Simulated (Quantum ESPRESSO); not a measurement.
## MnF2 under changes of volume

One of the cells (13.107 Å³/atom); the others are scaled copies at fixed shape and fractional positions:

```
CELL_PARAMETERS angstrom
4.87380 0.00000 0.00000
0.00000 4.87380 0.00000
0.00000 0.00000 3.31070
ATOMIC_POSITIONS crystal
Mn 0.50000 0.50000 0.50000
Mn 0.00000 0.00000 0.00000
F 0.80530 0.19470 0.50000
F 0.69470 0.69470 0.00000
F 0.19470 0.80530 0.50000
F 0.30530 0.30530 0.00000
```

- Program: Quantum ESPRESSO 7.5
- Functional: PBE
- Potentials or basis: SSSP 1.3 efficiency PBE
- Cutoff: 884 eV
- Density cutoff: 10612 eV
- k mesh: 6 × 6 × 8
- Occupations: fermi-dirac, width 0.05 eV
- Spin: collinear spin, ferromagnetic start
- Starting moments: [4.0, 4.0, 0.0, 0.0, 0.0, 0.0] μB

```tsv
volume (Å³/atom)	energy over the lowest point (meV/atom)	pressure (GPa)	gap on the mesh (eV)
12.321	41.52	11.2	0.99
12.583	25.52	8.5	1.02
12.845	13.79	6.0	1.06
13.107	?	?	?
13.369	1.38	1.8	1.13
13.631	0.00	0.0	1.16
13.893	1.40	-1.6	1.20
```

Task: What does the run at 13.107 Å³/atom give?

Result: Energy over the lowest point 5.86 meV/atom; pressure 3.8 GPa; gap on the mesh 1.09 eV.

Worked out: A Birch-Murnaghan fit of order 3 (a polynomial in V^(-2/3)) to the other rows has its minimum at 13.63 Å³/atom with B0 = V·E''(V) = 89 GPa and B' = 4.4 at fixed shape and positions, which overstates the stiffness. It gives 5.86 meV/atom at 13.107 Å³/atom, against the run's 5.86, and -dE/dV = 3.8 GPa, against 3.8. A straight line through the other rows of the gap, of slope 1.75 eV per unit of ln V (its deformation potential), gives 1.09 eV, against the run's 1.09.

Energies are extrapolated to zero smearing.

Caveats: only a ferromagnetic start was run, and an antiferromagnetic order may lie lower in energy.

A mesh can miss the band edges.
